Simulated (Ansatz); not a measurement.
# SiC (Moissanite 6H) (P6_3mc) in Ansatz: a series of runs

Runs on SiC (Moissanite 6H). Level: rPW86-PBE+rVV10. Tasks: single point, equation of state.

Program: Ansatz 0.2.0. These are calculated values, not measurements. Logs are shortened: lines on timing, memory, paths and dates and some standing lists are left out, and cuts for length are marked.

## 1. The structure

Symmetry: P6_3mc, No. 186, hexagonal system. Conventional cell: a = 3.095 Å, b = 3.095 Å, c = 15.170 Å, α = 90.00°, β = 90.00°, γ = 120.00°. Si (site symmetry 3m) has 4 C at 1.90 Å as nearest neighbours. Around Si (site symmetry 3m) lie 4 C at 1.90 Å. Around Si (site symmetry 3m) lie 4 C at 1.90 Å. C (site symmetry 3m) has 4 Si at 1.90 Å as nearest neighbours. C (site symmetry 3m) has 4 Si at 1.90 Å as nearest neighbours. C (site symmetry 3m) is surrounded by 4 Si at 1.90 Å.

## 2. Single point, rPW86-PBE+rVV10, 9.86 Å³/atom (volume scaled by 0.94)

input.yaml reads:

```yaml
crystal:
  lattice:
    - [3.0318190065, 0.0, 0.0]
    - [-1.5159095032, 2.6256322793, 0.0]
    - [0.0, 0.0, 14.8603212692]
  atoms:
    - { symbol: Si, position: [0.6666666667, 0.3333333333, 0.4583] }
    - { symbol: Si, position: [0.3333333333, 0.6666666667, 0.9583] }
    - { symbol: Si, position: [0.6666666667, 0.3333333333, 0.7917] }
    - { symbol: Si, position: [0.3333333333, 0.6666666667, 0.2917] }
    - { symbol: Si, position: [0.0, 0.0, 0.625] }
    - { symbol: Si, position: [0.0, 0.0, 0.125] }
    - { symbol: C, position: [0.6666666667, 0.3333333333, 0.3333] }
    - { symbol: C, position: [0.3333333333, 0.6666666667, 0.8333] }
    - { symbol: C, position: [0.6666666667, 0.3333333333, 0.6667] }
    - { symbol: C, position: [0.3333333333, 0.6666666667, 0.1667] }
    - { symbol: C, position: [0.0, 0.0, 0.5] }
    - { symbol: C, position: [0.0, 0.0, 0.0] }
hamiltonian:
  xc: { exchange: rpw86, correlation: pbe }
  pseudopotentials: { kind: paw }
  dispersion: rvv10
kpoints:
  mp_grid: { grid: [10, 10, 2] }
scf:
  occupations: { method: fermi_dirac, width: 0.05 }
output:
  forces: true
  stress: true
  eigenvalues: true
```

Potentials or basis: Ansatz PAW.

On the command line:

```bash
$ ansatz run input.yaml --threads 2 --pin off --max-ram 5120MiB --backend cpu --events-out ev --progress --plain --runs-dir out
```

Log:

```text
Warning: RAYON_NUM_THREADS=2 ignored (pool sized by the plan → 2); use --threads N
Engine: ansatz 0.2.0, x86_64-unknown-linux-gnu
Pseudopotentials: kind: paw
Pseudopotential: Si, paw, valence charge 4, recommended cutoff 420 eV (normal), Si.paw.azcp
Pseudopotential: C, paw, valence charge 4, recommended cutoff 420 eV (normal), C.paw.azcp
Functional definition: unnamed
  exchange = rpw86_x
  correlation = pbe_c + rvv10(6.3, 0.0093)
Crystal: 12 atoms, lattice volume = 118.295 Å³
Basis set: ecut = 420 eV, 2293 PW (Γ), exchange–correlation on 48×48×240 points (8 copies of the dense FFT grid, shifted against one another)
Bands: 36, of which v1, the nominal top of the filled ones, is band 24 counted from 1 (23 counted from 0)
Symmetry: 12 space group operations
Space group: P63mc (ITA 186), of the structure as read, at distance tolerance 4.9e-5 Å
k-points: 28 of 200
Non-local potential: Si, projectors of the file, l = 0: 2, l = 1: 2, l = 2: 2
Non-local potential: C, projectors of the file, l = 0: 2, l = 1: 2, l = 2: 1
PAW form: soft (Blöchl's): semilocal exchange-correlation on the pseudo side does not see the compensation charge
rVV10 density: all electrons in the spheres
PAW frozen core: Si, regenerated for the run's functional, and the local potential with it (the file was generated under x = pbe(κ = 0.804, μ = 0.2195149727645171), c = pbe(β = 0.06672455060314922))
PAW frozen core: C, regenerated for the run's functional, and the local potential with it (the file was generated under x = pbe(κ = 0.804, μ = 0.2195149727645171), c = pbe(β = 0.06672455060314922))
PAW one-centre angular grid: Si, 110 points (default); XC on 64 Gauss nodes
PAW one-centre angular grid: C, 110 points (default); XC on 64 Gauss nodes
Initial density: superposition of atomic densities (neutral atoms: chi_scale 0, normalization atom), corrected by the library's trained network
Initial wavefunctions: pseudopotential atomic-orbital guess
Functional: x = rpw86, c = pbe(β = 0.06672455060314922) + rvv10(b = 6.3, C = 0.0093)
SCF iter   1: F=—  HF=-5405.719533 eV  |F-HF|=—  |Δ(HF+E_count)|=         —  Δρ=8.03e-3  dr2=7.68e-2  ethr=1.77e-3  ⟨swp⟩=6.7  Hψ=5288  notcnv=0  defer=23
preconditioner: auto → none  [insulator: Δε(μ)=2.285 eV  Ē_g=12.409 eV  σ=0.050 eV  W_gap=1.00  n_scr=10 (ndim 8)  ℏωp=23.7 eV  f_vac=0.000  D(μ)=0.00/eV (n_scr^D=0)  ε∞_Penn≈4.6]
SCF iter   2: F=—  HF=-5405.695229 eV  |F-HF|=—  |Δ(HF+E_count)|=   2.43e-2  Δρ=2.26e-3  dr2=6.06e-3  ethr=1.60e-4  ⟨swp⟩=2.8  Hψ=2004  notcnv=0  defer=172
SCF iter   3: F=—  HF=-5405.693277 eV  |F-HF|=—  |Δ(HF+E_count)|=   1.95e-3  Δρ=3.87e-4  dr2=1.41e-4  ethr=1.26e-5  ⟨swp⟩=2.6  Hψ=1544  notcnv=0  defer=67
automatic band count: iteration 3 solves 32 bands in place of 36: the levels show a gap, and the empty bands left out lie too high to hold charge; the band table lists the bands solved (type scf.n_extra_bands for more)
SCF iter   4: F=—  HF=-5405.693281 eV  |F-HF|=—  |Δ(HF+E_count)|=   4.27e-6  Δρ=8.16e-5  dr2=1.05e-5  ethr=2.95e-7  ⟨swp⟩=2.1  Hψ=1345  notcnv=0  defer=67
SCF iter   5: F=—  HF=-5405.693282 eV  |F-HF|=—  |Δ(HF+E_count)|=   3.69e-7  Δρ=4.23e-5  dr2=9.49e-7  ethr=2.18e-8  ⟨swp⟩=2.0  Hψ=1332  notcnv=0  defer=67
SCF iter   6: F=-5405.693283 eV  HF=-5405.693283 eV  |F-HF|=3.21e-8  |Δ(HF+E_count)|=   9.69e-7  Δρ=8.04e-6  dr2=3.17e-8  ethr=2.08e-10  ⟨swp⟩=9.9  Hψ=4330  notcnv=0
SCF 1 converged in 6 iterations: F = -5405.693283 eV  dr2 = 3.17e-8
SCF converged after 6 iterations
Free energy (F): -5405.693283 eV
Harris-Foulkes:  -5405.693283 eV  (|F-HF|=3.21e-8)
Internal energy: -5405.693283 eV  (E = F + TS)
E sigma→0 (E₀):  -5405.693283 eV
Fermi energy:    11.289381 eV
--- Per-component energies (eV) ---
  E_band       = 199.670017
  E_kinetic    = 835.896253
  E_local      = -625.978952  (includes V_loc(G=0)·N_el)
  E_nonlocal   = 322.892401
  E_hartree    = 195.083523
  E_xc         = -635.501805
  E_vxc        = -662.690796  (∫ρ·V_xc dr)
  E_paw        = -3762.554874  (= ΣΔE_a)
  E_vpaw       = -60.616096  (= ΣTr[D̂ρ^β])
  E_aug_tail   = 0.000065  (compensation charges beyond the density's cutoff)
  E_ewald      = -1735.607807
  E_core_change = 0.077915  (= ΣΔE_core)
  E_smearing   = -0.000000  (= −TS)
  E_closure    = 0.000000  (closes the sum)
  Σ components = -5405.693283   (vs F -5405.693283, Δ=0.00e0)
--- Forces (eV/Å), atoms counted from 1 ---
  atom   1  Si     0.00000000     0.00000000     0.05449732
  atom   2  Si     0.00000000    -0.00000000     0.05449732
  atom   3  Si     0.00000000     0.00000000     0.02634063
  atom   4  Si    -0.00000000    -0.00000000     0.02634063
  atom   5  Si     0.00000000    -0.00000000     0.04245174
  atom   6  Si    -0.00000000     0.00000000     0.04245174
  atom   7  C      0.00000000    -0.00000000    -0.01438179
  atom   8  C      0.00000000     0.00000000    -0.01438179
  atom   9  C     -0.00000000    -0.00000000     0.04580613
  atom  10  C      0.00000000     0.00000000     0.04580613
  atom  11  C      0.00000000    -0.00000000    -0.15479170
  atom  12  C     -0.00000000     0.00000000    -0.15479170
  max |Σ_I F_I| component: 1.55e-4 eV/Å
--- Stress (GPa, compression-positive) ---
       16.955302       0.000000       0.000000
        0.000000      16.955302       0.000000
        0.000000       0.000000      17.897918
  P = ⅓ Tr σ = 17.2695 GPa (172.695 kbar)
--- Band table (eV; the first three rows and the last of 28) ---
  k-point 0: bands = ["-5.5845", "-5.0484", "-5.0020", "-3.4557", "-3.4223", "-1.8592", "1.4188", "3.8584", "3.8943", "7.7600", "7.7803", "9.0249", "9.0249", "9.2120", "9.2120", "9.3283", "9.3283", "9.7937", "9.7937", "9.8879", "9.8879", "10.1404", "10.1860", "10.1860", "15.8272", "16.0009", "16.4211", "16.9472", "17.1511", "17.3493", "17.4296", "17.4296"]
  k-point 1: bands = ["-5.4439", "-5.4439", "-4.3438", "-4.3438", "-2.4360", "-2.4360", "2.2192", "2.2192", "5.8110", "5.8110", "9.0848", "9.0848", "9.0848", "9.0848", "9.4234", "9.4234", "9.5416", "9.5416", "9.5416", "9.5416", "10.0901", "10.0901", "10.0901", "10.0901", "15.8953", "15.8953", "16.6563", "16.6563", "17.4567", "17.4567", "17.5236", "17.5236"]
  k-point 2: bands = ["-5.4050", "-4.8716", "-4.8246", "-3.2878", "-3.2539", "-1.7086", "1.5834", "3.9743", "4.0099", "7.6665", "7.7026", "8.0830", "8.3973", "8.4968", "8.6901", "8.9496", "9.0335", "9.1777", "9.2689", "9.5826", "9.6565", "9.7283", "10.0311", "10.1157", "16.0124", "16.2804", "16.4102", "16.9272", "17.1060", "17.2418", "17.5436", "17.5997"]
  k-point 27: bands = ["-1.3161", "-1.3161", "-0.8042", "-0.8042", "-0.4581", "-0.4581", "2.5478", "2.5478", "2.8876", "2.8876", "3.2734", "3.2734", "4.3590", "4.3590", "5.0414", "5.0414", "5.5207", "5.5207", "6.7836", "6.7836", "7.7315", "7.7315", "7.9790", "7.9790", "14.0733", "14.0733", "14.7167", "14.7167", "16.2261", "16.2261", "17.6990", "17.6990"]
```

Run time: 13 s. Hardware: 2 threads of Intel Xeon at 2.50GHz (Skylake/Cascade Lake), shared host; peak memory 0.45 GiB.

What came out:

| Item | Value |
| --- | --- |
| Free energy | -5405.6933 eV |
| Pressure | 17.3 GPa |
| Largest force | 0.155 eV/Å |
| Band gap on the k mesh | 2.21 eV, indirect (least direct gap 3.31 eV) |

Caveat: the pressure holds a Pulay correction of +0.3 GPa for the finite cutoff; the PAW data sets come from PBE, with cores solved anew for the run's functional, which leaves a small shift of forces and pressure.

## 3. Single point, rPW86-PBE+rVV10, 10.07 Å³/atom (volume scaled by 0.96)

input.yaml: that of step 2 with these lines changed.

```diff
@@ -2,5 +2,5 @@
   lattice:
-    - [3.0318190065, 0.0, 0.0]
-    - [-1.5159095032, 2.6256322793, 0.0]
-    - [0.0, 0.0, 14.8603212692]
+    - [3.053170548, 0.0, 0.0]
+    - [-1.526585274, 2.6441232567, 0.0]
+    - [0.0, 0.0, 14.964974867]
   atoms:
```

Potentials or basis: Ansatz PAW.

On the command line:

```bash
$ ansatz run input.yaml --threads 2 --pin off --max-ram 5120MiB --backend cpu --events-out ev --progress --plain --runs-dir out
```

Run time: 14 s. Hardware: 2 threads of Intel Xeon at 2.50GHz (Skylake/Cascade Lake), shared host; peak memory 0.45 GiB.

The run converged. Its results:

```yaml
Free_energy: -5405.9207 eV
Pressure: 11.8 GPa
Largest_force: 0.151 eV/Å
Band_gap_on_the_k_mesh: 2.21 eV, indirect (least direct gap 3.31 eV)
```

Caveat: the pressure holds a Pulay correction of +0.3 GPa for the finite cutoff; the PAW data sets come from PBE, with cores solved anew for the run's functional, which leaves a small shift of forces and pressure.

## 4. Single point, rPW86-PBE+rVV10, 10.28 Å³/atom (volume scaled by 0.98)

input.yaml: that of step 3 with these lines changed.

```diff
@@ -2,5 +2,5 @@
   lattice:
-    - [3.053170548, 0.0, 0.0]
-    - [-1.526585274, 2.6441232567, 0.0]
-    - [0.0, 0.0, 14.964974867]
+    - [3.074227562, 0.0, 0.0]
+    - [-1.537113781, 2.6623591657, 0.0]
+    - [0.0, 0.0, 15.0681848517]
   atoms:
```

On the command line:

```bash
$ ansatz run input.yaml --threads 2 --pin off --max-ram 5120MiB --backend cpu --events-out ev --progress --plain --runs-dir out
```

Wall time 14 s (2 threads of Intel Xeon at 2.50GHz (Skylake/Cascade Lake), shared host); peak memory 0.46 GiB.

It converged, with:

- Free energy: -5406.0661 eV
- Pressure: 6.8 GPa
- Largest force: 0.147 eV/Å
- Band gap on the k mesh: 2.21 eV, indirect (least direct gap 3.30 eV)

Caveat: the pressure holds a Pulay correction of +0.3 GPa for the finite cutoff; the PAW data sets come from PBE, with cores solved anew for the run's functional, which leaves a small shift of forces and pressure.

## 5. Single point, rPW86-PBE+rVV10, 10.49 Å³/atom

input.yaml: that of step 4 with these lines changed.

```diff
@@ -2,5 +2,5 @@
   lattice:
-    - [3.074227562, 0.0, 0.0]
-    - [-1.537113781, 2.6623591657, 0.0]
-    - [0.0, 0.0, 15.0681848517]
+    - [3.095, 0.0, 0.0]
+    - [-1.5475, 2.6803486247, 0.0]
+    - [0.0, 0.0, 15.17]
   atoms:
@@ -30 +30,5 @@
   eigenvalues: true
+  write_density: true
+  write_potential: true
+  elf: true
+  volumetric_format: npy
```

On the command line:

```bash
$ ansatz run input.yaml --threads 2 --pin off --max-ram 5120MiB --backend cpu --events-out ev --progress --plain --runs-dir out
```

Wall time 18 s (2 threads of Intel Xeon at 2.50GHz (Skylake/Cascade Lake), shared host); peak memory 0.46 GiB.

It converged, with:

| Quantity | Value |
| --- | --- |
| Free energy | -5406.1374 eV |
| Pressure | 2.3 GPa |
| Largest force | 0.144 eV/Å |
| Band gap on the k mesh | 2.21 eV, indirect (least direct gap 3.30 eV) |

Caveat: the pressure holds a Pulay correction of +0.3 GPa for the finite cutoff; the PAW data sets come from PBE, with cores solved anew for the run's functional, which leaves a small shift of forces and pressure.

## 6. Single point, rPW86-PBE+rVV10, 10.70 Å³/atom (volume scaled by 1.02)

input.yaml: that of step 5 with these lines changed.

```diff
@@ -2,5 +2,5 @@
   lattice:
-    - [3.095, 0.0, 0.0]
-    - [-1.5475, 2.6803486247, 0.0]
-    - [0.0, 0.0, 15.17]
+    - [3.1154972861, 0.0, 0.0]
+    - [-1.557748643, 2.6980997952, 0.0]
+    - [0.0, 0.0, 15.270466504]
   atoms:
@@ -30,5 +30 @@
   eigenvalues: true
-  write_density: true
-  write_potential: true
-  elf: true
-  volumetric_format: npy
```

Potentials or basis: Ansatz PAW.

On the command line:

```bash
$ ansatz run input.yaml --threads 2 --pin off --max-ram 5120MiB --backend cpu --events-out ev --progress --plain --runs-dir out
```

It took 14 s on 2 threads of Intel Xeon at 2.50GHz (Skylake/Cascade Lake), shared host; peak memory 0.47 GiB.

It converged, with:

| Quantity | Value |
| --- | --- |
| Free energy | -5406.1409 eV |
| Pressure | -1.8 GPa |
| Largest force | 0.141 eV/Å |
| Band gap on the k mesh | 2.21 eV, indirect (least direct gap 3.29 eV) |

Caveat: the pressure holds a Pulay correction of +0.3 GPa for the finite cutoff; the PAW data sets come from PBE, with cores solved anew for the run's functional, which leaves a small shift of forces and pressure.

## 7. Single point, rPW86-PBE+rVV10, 10.91 Å³/atom (volume scaled by 1.04)

input.yaml: that of step 6 with these lines changed.

```diff
@@ -2,5 +2,5 @@
   lattice:
-    - [3.1154972861, 0.0, 0.0]
-    - [-1.557748643, 2.6980997952, 0.0]
-    - [0.0, 0.0, 15.270466504]
+    - [3.1357283548, 0.0, 0.0]
+    - [-1.5678641774, 2.7156204146, 0.0]
+    - [0.0, 0.0, 15.369628156]
   atoms:
```

On the command line:

```bash
$ ansatz run input.yaml --threads 2 --pin off --max-ram 5120MiB --backend cpu --events-out ev --progress --plain --runs-dir out
```

It took 14 s on 2 threads of Intel Xeon at 2.50GHz (Skylake/Cascade Lake), shared host; peak memory 0.47 GiB.

Results (log left out):

| Property | Result |
| --- | --- |
| Free energy | -5406.0835 eV |
| Pressure | -5.5 GPa |
| Largest force | 0.138 eV/Å |
| Band gap on the k mesh | 2.21 eV, indirect (least direct gap 3.29 eV) |

Caveat: the pressure holds a Pulay correction of +0.3 GPa for the finite cutoff; the PAW data sets come from PBE, with cores solved anew for the run's functional, which leaves a small shift of forces and pressure.

## 8. Single point, rPW86-PBE+rVV10, 11.12 Å³/atom (volume scaled by 1.06)

input.yaml: that of step 7 with these lines changed.

```diff
@@ -2,5 +2,5 @@
   lattice:
-    - [3.1357283548, 0.0, 0.0]
-    - [-1.5678641774, 2.7156204146, 0.0]
-    - [0.0, 0.0, 15.369628156]
+    - [3.1557016854, 0.0, 0.0]
+    - [-1.5778508427, 2.7329178263, 0.0]
+    - [0.0, 0.0, 15.4675265161]
   atoms:
```

On the command line:

```bash
$ ansatz run input.yaml --threads 2 --pin off --max-ram 5120MiB --backend cpu --events-out ev --progress --plain --runs-dir out
```

Wall time 15 s (2 threads of Intel Xeon at 2.50GHz (Skylake/Cascade Lake), shared host); peak memory 0.46 GiB.

Results (log left out):

```yaml
Free_energy: -5405.9704 eV
Pressure: -8.8 GPa
Largest_force: 0.135 eV/Å
Band_gap_on_the_k_mesh: 2.21 eV, indirect (least direct gap 3.28 eV)
```

Caveat: the pressure holds a Pulay correction of +0.3 GPa for the finite cutoff; the PAW data sets come from PBE, with cores solved anew for the run's functional, which leaves a small shift of forces and pressure.

## 9. Equation of state, rPW86-PBE+rVV10

Potentials or basis: Ansatz PAW.

This step only gathers the single runs of the series.

What came out:

```yaml
Equilibrium_volume: 10.60 Å³/atom
Bulk_modulus_at_fixed_shape_and_positions: 205 GPa
Pressure_derivative_of_the_bulk_modulus: 3.9
```

Energy against volume, from the lowest point:
| volume (Å³/atom) | energy (meV/atom) |
| --- | --- |
| 9.858 | 37.30 |
| 10.068 | 18.35 |
| 10.277 | 6.24 |
| 10.487 | 0.30 |
| 10.697 | 0.00 |
| 10.907 | 4.79 |
| 11.116 | 14.21 |

Caveat: the potentials were made for another functional, which shifts forces and pressure; the cell was scaled at fixed shape and fractional positions, which overstates the stiffness of a crystal with free parameters, most of all of layers and chains.
